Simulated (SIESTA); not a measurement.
ZrC:

```
Zr C
1.0
     0.00000    2.36500    2.36500
     2.36500    0.00000    2.36500
     2.36500    2.36500    0.00000
Zr C
1 1
Direct
  0.50000 0.50000 0.50000
  0.00000 0.00000 0.00000
```

Program: SIESTA 5.4.2. Alike in all runs: task band structure; cell as given; smearing fermi-dirac 0.05 eV; grid cutoff 800 Ry; energy shift 0.003 Ry.

Q: Order these runs on this cell by their pressure, lowest first.
A. level PBE; potentials or basis PseudoDojo 0.4 standard (PBE files, fully relativistic), TZP (energy shift 0.003 Ry; two zetas on semicore shells); spin non-collinear, zero start, SOC; k mesh 8 × 8 × 8
B. level PBEsol; potentials or basis PseudoDojo 0.4 standard (PBEsol files), DZP (energy shift 0.003 Ry; two zetas on semicore shells); spin off; k mesh 10 × 10 × 10
C. level LDA; potentials or basis PseudoDojo 0.4 standard (LDA files), DZP (energy shift 0.003 Ry; two zetas on semicore shells); spin off; k mesh 10 × 10 × 10

A: C (-10.3 GPa), B (-6.4 GPa), A (-1.3 GPa).

Caveats: the basis of atomic orbitals isn't converged, which shifts pressures, moduli and gaps.
